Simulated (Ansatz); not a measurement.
Crystal: Nb.

```
Nb
1.0
    -1.66395    1.66395    1.66395
     1.66395   -1.66395    1.66395
     1.66395    1.66395   -1.66395
Nb
1
Direct
  0.00000 0.00000 0.00000
```

Base run:

* Program: Ansatz 0.2.0
* Functional: PBE
* Potentials or basis: Ansatz PAW
* Cutoff: 420 eV (not typed: the program's choice for these potentials)
* k mesh: 11 × 11 × 11
* Occupations: fermi-dirac, width 0.05 eV
* Spin: no spin polarisation

Its results: band gap on the k mesh none (metal or under the smearing width); pressure -2.0 GPa.

Problem. The run is repeated on the same cell with these changes: functional from PBE to LDA. What comes out?

Solution. Band gap on the k mesh none (metal or under the smearing width); pressure -11.6 GPa.

LDA binds more tightly than PBE, so the same cell stands under less pressure.

Caveats: the PAW data sets come from PBE, with cores solved anew for the run's functional, which leaves a small shift of forces and pressure (some runs).
